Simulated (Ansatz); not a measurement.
Li2Se in Ansatz: the effect of functional

Crystal: Li2Se.

```
Se Li
1.0
     0.00000    3.02238    3.02238
     3.02238    0.00000    3.02238
     3.02238    3.02238    0.00000
Se Li
1 2
Direct
  0.00000 0.00000 0.00000
  0.75000 0.75000 0.75000
  0.25000 0.25000 0.25000
```

The cell isn't the ideal one: volume scaled by 1.02.

Alike in all runs:

- Program: Ansatz 0.2.0
- Task: single point
- Potentials or basis: Ansatz PAW
- k mesh: 8 × 8 × 8
- Occupations: fermi-dirac, width 0.05 eV
- Spin: no spin polarisation

Q: One run gave: gap on the mesh 2.86 eV; pressure -1.6 GPa. Which functional did it use?
A. r2SCAN
B. PBEsol
C. LDA

A: B.

| functional | cutoff | gap on the mesh (eV) | pressure (GPa) |
| --- | --- | --- | --- |
| LDA | 420 eV (not typed: the program's choice for these potentials) | 2.83 | -3.1 |
| PBEsol | 420 eV (not typed: the program's choice for these potentials) | 2.86 | -1.6 |
| r2SCAN | 500 eV (not typed: the program's choice for these potentials) | 3.50 | -1.0 |

Caveats: the PAW data sets come from PBE, with cores solved anew for the run's functional, which leaves a small shift of forces and pressure.

A k mesh can miss the band edges.
